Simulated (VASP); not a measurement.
Crystal: CdF2.

```
Cd F
1.0
     0.00000    2.69400    2.69400
     2.69400    0.00000    2.69400
     2.69400    2.69400    0.00000
Cd F
1 2
Cartesian
  0.0000 0.0000 0.0000
  4.0410 4.0410 4.0410
  1.3470 1.3470 1.3470
```

Base run:

- Program: VASP 6.6.1
- Functional: r2SCAN
- Potentials or basis: VASP PAW PBE potentials, release 64 (Cd, F)
- Cutoff: 520 eV
- k mesh: 6 × 6 × 6
- Occupations: gaussian, width 0.02 eV
- Spin: spin-orbit coupling, no magnetisation

Its results: pressure 1.0 GPa.

Task: After a change of settings the same cell gave: pressure 6.2 GPa. Which change was it?
A. functional from r2SCAN to PBE
B. k mesh from 6 × 6 × 6 to 10 × 10 × 10; spin from spin-orbit coupling, no magnetisation to no spin polarisation
C. functional from r2SCAN to LDA; potentials or basis from VASP PAW PBE potentials, release 64 (Cd, F) to VASP PAW LDA potentials, release 64 (Cd, F)

Result: A.

Caveats: the PAW data sets were made with another functional, which shifts forces and pressure a little (some runs).

Not every run made on this cell is shown here.
